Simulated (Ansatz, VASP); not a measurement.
Sb: VASP beside Ansatz

The input INCAR:

```
  ALGO = Normal
  EDIFF = 1E-6
  EDIFFG = -0.05
  ENCUT = 600
  GGA = PS
  IBRION = 2
  ISIF = 3
  ISMEAR = 0
  LASPH = T
  LCHARG = F
  LREAL = F
  LWAVE = F
  NELM = 60
  NSW = 80
  PREC = Accurate
  SIGMA = 0.1
```

The input KPOINTS:

```
k-points
0
Gamma
  8 8 8
```

The input POSCAR:

```
Sb
1.0
    0.0000000000      2.0038127289      2.0038127289
    2.0038127289      0.0000000000      2.0038127289
    2.0038127289      2.0038127289      0.0000000000
Sb
1
Direct
    0.0000000000      0.0000000000      0.0000000000
```

Input for Ansatz:

```yaml
crystal:
  lattice:
    - [0.0, 2.0038127289, 2.0038127289]
    - [2.0038127289, 0.0, 2.0038127289]
    - [2.0038127289, 2.0038127289, 0.0]
  atoms:
    - { symbol: Sb, position: [0.0, 0.0, 0.0] }
basis:
  ecutwfc: 420
kpoints:
  mp_grid: { grid: [8, 8, 8] }
hamiltonian:
  xc: pbesol
scf:
  occupations: { method: gaussian, width: 0.1 }
output:
  forces: true
  stress: true
  eigenvalues: true
relax:
  adjacent_minimum: "off"
  f_tol: 0.05
  max_steps: 60
  cell: { stress_tol: 0.5 }
```

Alike in both runs: task relaxation of cell and atoms; functional PBEsol; k mesh 8 × 8 × 8; occupations gaussian, width 0.1 eV; no spin polarisation.

|  | VASP | Ansatz |
| --- | --- | --- |
| version | VASP 6.6.1 | Ansatz 0.2.0 |
| potentials or method | VASP PAW PBE potentials, release 64 (Sb) | scalar-relativistic, plane waves, PAW |
| plane-wave cutoff (eV) | 600 | 420 |
| valence electrons in the cell | 5 | 15 |

Ansatz gave:

* gap on the k mesh at the Fermi level, each at its own relaxed structure (eV): none
* relaxed volume (Å³/atom): 26.48
* relaxed cell length with the largest relative difference (Å): 3.346
* energy change over the relaxation (meV/atom): -2015

**Question.** Which values does VASP return?

**Answer.** gap on the k mesh at the Fermi level, each at its own relaxed structure (eV): none; relaxed volume (Å³/atom): 26.42; relaxed cell length with the largest relative difference (Å): 3.343; energy change over the relaxation (meV/atom): -2054.

A gap of «none» marks a metal or a gap that the smearing closes. The two sets of potentials don't hold the same shells in valence.

Caveats: the volume moved by over 15 % at a fixed basis, so the end points are rough (VASP); the PAW data sets were made with another functional, which shifts forces and pressure a little (VASP). Spin-orbit coupling is left out, which matters for the levels of Sb. Zero-point motion and thermal expansion aren't in these numbers.
